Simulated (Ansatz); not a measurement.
SrF2:
```
SrF2
1.0
    0.00000     2.83150     2.83150
    2.83150     0.00000     2.83150
    2.83150     2.83150     0.00000
Sr F
1 2
Direct
  0.00000   0.00000   0.00000
  0.75000   0.75000   0.75000
  0.25000   0.25000   0.25000
```

Relaxed with LDA. Special points in fractions of this cell's reciprocal vectors: Γ (0.000, 0.000, 0.000); X (0.500, 0.000, 0.500); U (0.625, 0.250, 0.625); K (0.375, 0.375, 0.750); L (0.500, 0.500, 0.500); W (0.500, 0.250, 0.750).

Problem. List the band energies nearest the valence-band maximum at these points for DFT-LDA in the program Ansatz with PAW potentials.

Solution. In eV from the valence-band maximum; about four levels below and three above (degenerate sets whole), none deeper than 8.9 eV; points with the same levels are listed once.

```json
[
 {"k": "Γ", "below": "-1.94 -1.94 -1.94 -0.09 -0.09 -0.09", "above": "6.96 10.27 10.27"},
 {"k": "X", "below": "-0.93 -0.93 -0.32 -0.32 0.00", "above": "8.09 10.55 11.99"},
 {"k": "U", "below": "-0.88 -0.58 -0.24 -0.09", "above": "8.38 10.80 11.22"},
 {"k": "L", "below": "-0.99 -0.76 -0.43 -0.43", "above": "10.19 10.41 10.41"},
 {"k": "W", "below": "-0.65 -0.65 -0.24 -0.08", "above": "8.42 11.10 11.21 11.21"}
]
```

Space group Fm-3m (fluorite). The cell was relaxed with LDA under the symmetry of its start; phonons on a q-mesh show no instability. Scalar-relativistic: spin–orbit coupling is off unless named, which matters more the heavier the elements.

Potentials: the later of the program's two PAW sets.
